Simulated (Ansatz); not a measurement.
# Niobium, simple cubic under revPBE: from relaxation to bulk modulus

What does revPBE give for niobium in the simple cubic structure? We relax it, solve it on a dense k-mesh, then scale the cell to 7 volumes from 88 to 112 % of the relaxed one and try a fit of the equation of state. Spin polarisation is left out. The k-meshes are 12×12×12 for the relaxation; 19×19×19 for the dense run; 13×13×13 for the volumes.

This is Nb in the simple cubic structure; at room conditions it is bcc.

Computed with Ansatz 0.2.0 (DFT revPBE, plane waves (420 eV) with PAW, scalar-relativistic; PAW files made under PBE, frozen cores solved again for the functional, unless a step says otherwise).

**1. The starting structure**

The structure is cubic, space group Pm-3m (No. 221). Conventional cell: a = 2.688 Å, b = 2.688 Å, c = 2.688 Å, α = 90.00°, β = 90.00°, γ = 90.00°. Around Nb (site symmetry m-3m) lie 6 Nb at 2.69 Å.

Coordinates:

```cif
data_structure
_symmetry_space_group_name_H-M 'Pm-3m'
_symmetry_Int_Tables_number 221
_cell_length_a 2.6876
_cell_length_b 2.6876
_cell_length_c 2.6876
_cell_angle_alpha 90.000
_cell_angle_beta 90.000
_cell_angle_gamma 90.000
_cell_volume 19.41
loop_
_atom_site_label
_atom_site_type_symbol
_atom_site_symmetry_multiplicity
_atom_site_Wyckoff_symbol
_atom_site_fract_x
_atom_site_fract_y
_atom_site_fract_z
_atom_site_occupancy
Nb1 Nb 1 a 0.00000 0.00000 0.00000 1
```

**2. Relaxing cell and atoms**

input.yaml

```yaml
crystal:
  lattice:
    - [2.6875991705, 0.0, 0.0]
    - [0.0, 2.6875991705, 0.0]
    - [0.0, 0.0, 2.6875991705]
  atoms:
    - { symbol: Nb, position: [0.0, 0.0, 0.0] }
hamiltonian:
  xc: revpbe
  pseudopotentials:
    kind: paw
    azcp:
      Nb: "pseudopotentials/Nb.paw.azcp"
basis:
  ecutwfc: 420
  fft_grid_basis: typed
kpoints:
  mp_grid: { grid: [12, 12, 12], shift: [0, 0, 0] }
magnetization:
  spin_polarized: false
scf:
  occupations: { method: fermi_dirac, width: 0.1 }
relax:
  max_steps: 60
  f_tol: 0.01
  cell: {}
```

The runs that follow: Single point on a dense mesh; Volume × 0.88; Volume × 0.92; Volume × 0.96; Volume × 1.0; Volume × 1.04; Volume × 1.08; Volume × 1.12.

Q: Predict the outcome of this session. Wanted: space group; conventional cell; volume; shortest distance; gap on the mesh; relative to bcc; highest ELF outside the cores; V₀, B₀, B₀′.

As calculated:

| quantity | value |
| --- | --- |
| space group (spins left aside) | Pm-3m (No. 221) |
| conventional cell | a = 2.733 Å |
| volume | 20.408 Å³/atom |
| shortest distance | 2.733 Å |
| gap on the mesh | none (levels filled in part) |
| relative to bcc | +982 meV/atom |
| highest ELF outside the cores | 0.52, 1.93 Å from the nearest atom |
| V₀, B₀, B₀′ | 20.305 Å³/atom, 128 GPa, 4.1 |

**Reading.** From the guessed start the volume grew by 5.1 % in 4 steps. It lies 982 meV/atom above the element's reference form at the same level (bcc, from a run of its own). No gap shows: it is a metal or semimetal at this level. The fitted modulus is 128 GPa. The symmetry was held, so the structure may be unstable against distortions that break it.
